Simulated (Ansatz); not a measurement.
Method: Ansatz 0.2.0, DFT PBE, scalar-relativistic, plane waves, PAW. Settings: cutoff 420 eV, Γ-centred meshes spaced at most about 0.3 Å⁻¹, and about 0.25 Å⁻¹ or finer for metals (2π included), Gaussian smearing. No spin polarisation.

Temperature and zero-point effects are left out.

Task: Which of these relaxed structures of Li₃H₂ is the lowest in energy?
1.

```
Li H
1.0
     1.41418    0.81648    7.33515
    -1.41418    0.81648    7.33515
     0.00000   -1.63295    7.33515
Li H
3 2
Direct
  0.00000 0.00000 0.00000
  0.22683 0.22683 0.22683
  0.77317 0.77317 0.77317
  0.38743 0.38743 0.38743
  0.61257 0.61257 0.61257
```

2.

```
Li H
1.0
    -1.42057    1.42057    6.25979
     1.42057   -1.42057    6.25979
     1.42057    1.42057   -6.25979
Li H
3 2
Direct
  0.32968 0.32968 0.00000
  0.67032 0.67032 0.00000
  0.00000 0.00000 0.00000
  0.16549 0.16549 0.00000
  0.83451 0.83451 0.00000
```

Result: 1. The other, cell 2, lies 55 meV/atom higher. Forms: cell 1 anti-tetradymite type, R-3m; cell 2 I4/mmm. Counting H atoms around Li (those within 1.25 times the shortest such distance or 1.15 times the sum of covalent radii; a slash parts the counts of unlike sites): cell 1 has Li 3/6; cell 2 has Li 2/5. Both come from invented guesses.

With hydrogen, zero-point motion can shift such differences by 10 meV/atom or more. Cells relaxed within their symmetry can be saddle points. Some types were kept out of the candidates beforehand, so the set may lack a known form.
